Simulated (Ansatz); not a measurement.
## All-electron equations of state of elemental crystals

All-electron LAPW (Ansatz 0.2.0), scalar-relativistic, no spin, Fermi–Dirac smearing 0.136 eV, k-meshes of 8 to 18 points an axis; Birch–Murnaghan fits to pressures. Some or most of these lattices are hypothetical for the element, and V0 is the minimum nearest the starting volume; lattices without a usable fit are left out; mesh and smearing are coarse, and magnetic elements are treated as non-magnetic.

```csv
element,lattice,functional,V0 (Å³/atom),B0 (GPa),B′,k-points per axis
Cs,bcc,LDA,95.64,2.4,3.2,8
Cs,bcc,PBE,117.01,1.9,3.5,8
Cs,bcc,PBEsol,108.50,2.0,3.4,8
Cs,fcc,LDA,96.12,2.4,3.0,8
Cs,fcc,PBE,117.54,1.9,3.5,8
Cs,fcc,PBEsol,109.03,2.0,3.3,8
```

(1) Give V0 and B0 for sc Cs in PBEsol.

(2) Give V0 and B0 for sc Cs in LDA.

Results:

(1) 117.64 Å³/atom and 1.5 GPa.

(2) 104.14 Å³/atom and 1.7 GPa.
